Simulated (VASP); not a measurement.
**GaSb: atomic charges with PBEsol+D3**

The system is GaSb.

```
Sb Ga
1.0
     0.00000    3.13849    3.13849
     3.13849    0.00000    3.13849
     3.13849    3.13849    0.00000
Sb Ga
1 1
Cartesian
  4.7077 4.7077 4.7077
  0.0000 0.0000 0.0000
```

The cell isn't the ideal one: volume scaled by 1.08.

- Program: VASP 6.6.1
- Task: atomic charges
- Functional: PBEsol
- Dispersion: D3
- Potentials or basis: VASP PAW PBE potentials, release 64 (Sb, Ga_d)
- Cutoff: 520 eV
- k mesh: 8 × 8 × 8
- Occupations: gaussian, width 0.01 eV
- Spin: no spin polarisation
- Further INCAR settings: ALGO = Fast; EDIFF = 1e-06

| Item | Value |
| --- | --- |
| Pressure | -4.2 GPa |
| Band gap on the k mesh | none (metal or under the smearing width) |
| Valence electrons inside the program's atomic spheres | Sb 2.45; Ga 11.56 |
| Dispersion energy per atom | -0.168 eV |

Levels at points of the mesh, in eV from the Fermi level:
| k point | band 5 | band 6 | band 7 | band 8 | band 9 | band 10 | band 11 | band 12 | band 13 |
| --- | --- | --- | --- | --- | --- | --- | --- | --- | --- |
| (0.00, 0.00, 0.00) | -14.83 | -11.00 | -0.54 | 0.00 | 0.00 | 0.00 | 2.77 | 2.77 | 2.77 |
| (0.50, 0.00, 0.00) | -14.83 | -9.56 | -6.04 | -1.04 | -1.04 | 0.19 | 3.71 | 3.71 | 6.35 |
| (0.50, 0.50, 0.00) | -14.83 | -8.84 | -6.50 | -2.33 | -2.33 | 0.91 | 1.29 | 8.16 | 8.16 |

It took 33 s on 1 thread of Intel(R) Xeon(R) Platinum 8559C (Emerald Rapids), on a shared host, peak memory 0.22 GiB.

Caveat: the PAW data sets were made with another functional, which shifts forces and pressure a little; pairwise dispersion overbinds metals, which lowers pressure and volume. Spin-orbit coupling is left out, which matters for the levels of Sb.
